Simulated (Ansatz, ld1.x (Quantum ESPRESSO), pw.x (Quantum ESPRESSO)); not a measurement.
**potassium (fcc): variants of one TM potential in the solid**

```
Element                 : potassium (K)
Generator               : ld1.x (Quantum ESPRESSO) 7.5
Type                    : norm-conserving Troullier–Martins (Kleinman–Bylander form)
Functional              : PBE
Relativity              : scalar-relativistic
Frozen core             : [Ar]
Valence charge          : 1
Reference configuration : 4s1 4p0
Partial waves           : 4s (bound): rc 4.20 bohr; 4p (bound, empty): rc 3.45 bohr; 3d channel at -0.15 Ry: rc 3.65 bohr; 4f channel at 0.15 Ry: rc 4.60 bohr
Local potential         : all-electron potential smoothed inside 3.30 bohr (lloc = -1)
Core correction         : Bessel-smoothed model core, default radius (core density twice the valence density)
```

Crystal test: fcc K in pw.x 7.5, no spin, 9³ k-points, Fermi–Dirac smearing 0.01 Ry, cutoffs set for each file from its atomic test. The reference is all-electron LAPW (Ansatz 0.2.0) with the same functional, mesh and smearing; V0 and B0 come from Birch–Murnaghan fits to the pressures at five volumes. Errors are pseudo minus all-electron; Δ is the rms difference of the E(V) curves that follow from these fits, minima aligned, over ±6 % about the mean V0. Mesh and smearing are coarse, so the numbers serve the comparison and aren't converged zero-temperature values; the lattice is a test structure that the element need not adopt.

All-electron: a0 = 6.675 Å (V0 = 74.37 Å³/atom), B0 = 3.5 GPa.

Base: This is a poor potential for the solid. The logarithmic derivative shows an extra or strongly shifted pseudo pole above the reference energy (p near 1.33 Ry).

1 further variants are left out: they gave no file fit for a test, a broken result, the same result as the base, or pressures whose basis-set error rivals the error shown.

```csv
change,cutoffs (Ry),pw.x,a0 (Å),a0 error (%),B0 error (%),Δ (meV/atom),mean pressure error (GPa)
base,50/200,converged,6.637,-0.58,+2.9,1.0,-0.06
"all radii but the core radius scaled by about 0.94 (s 3.94, p 3.24, d 3.42, f 4.32 bohr); local potential all-electron potential smoothed inside 3.10 bohr (lloc = -1)",50/200,converged,6.642,-0.50,+2.7,0.8,-0.05
"all radii but the core radius scaled by about 1.04 (s 4.36, p 3.58, d 3.80, f 4.78 bohr); local potential all-electron potential smoothed inside 3.44 bohr (lloc = -1)",50/200,converged,6.632,-0.65,+3.4,1.1,-0.07
"all radii but the core radius scaled by about 1.19 (s 5.02, p 4.12, d 4.36, f 5.50 bohr); local potential all-electron potential smoothed inside 3.94 bohr (lloc = -1)",50/200,converged,6.625,-0.75,+5.1,1.3,-0.08
```

Question: Give the row for: all radii but the core radius scaled by about 1.35 (s 5.66, p 4.64, d 4.92, f 6.18 bohr); local potential all-electron potential smoothed inside 4.44 bohr (lloc = -1).

Answer: pw.x: converged; mean pressure error (GPa): +0.01; a0 (Å): 6.679; a0 error (%): +0.05; B0 error (%): +1.8; Δ (meV/atom): 0.1.
